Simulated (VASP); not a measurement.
Here is a VASP 6.6.1 calculation.

File INCAR:

```
SYSTEM = BeS
PREC     = Accurate       ! precision mode
ENCUT    = 520            ! plane-wave cutoff, eV
EDIFF    = 1E-6           ! SCF threshold, eV
ISMEAR   = 0              ! smearing method
SIGMA    = 0.1            ! smearing width, eV
LREAL    = .FALSE.        ! projectors in reciprocal space
LASPH    = .TRUE.         ! aspherical terms in the spheres
NELM     = 60             ! most SCF steps
ALGO     = Normal         ! electronic algorithm
ISIF     = 2              ! what is computed and relaxed
LWAVE    = .FALSE.        ! write WAVECAR
LCHARG   = .TRUE.         ! write CHGCAR
GGA      = PE             ! functional
LELF     = .TRUE.         ! ELF
LVHAR    = .TRUE.       
NBANDS   = 11             ! bands
```

Contents of KPOINTS:

```
regular mesh
0
G
  6 6 6
  0 0 0
```

The input POSCAR:

```
BeS
1.0
    0.0000000000      2.4250000000      2.4250000000
    2.4250000000      0.0000000000      2.4250000000
    2.4250000000      2.4250000000      0.0000000000
Be S
1 1
Direct
    0.0000000000      0.0000000000      0.0000000000
    0.2500000000      0.2500000000      0.2500000000
```

Potentials or basis: VASP PAW PBE potentials, release 64 (Be, S).

Run with:

```console
$ cat potpaw_PBE.64/Be/POTCAR potpaw_PBE.64/S/POTCAR > POTCAR
$ mpirun -np 1 vasp_std > vasp.out
```

Problem. Estimate the pressure.

Solution. 1.6 GPa.

Problem. Estimate the band gap on the k mesh.

Solution. 3.11 eV, indirect (least direct gap 5.67 eV).

A k mesh can miss the band edges. PBE gaps usually lie below the measured ones, often by a third to a half.
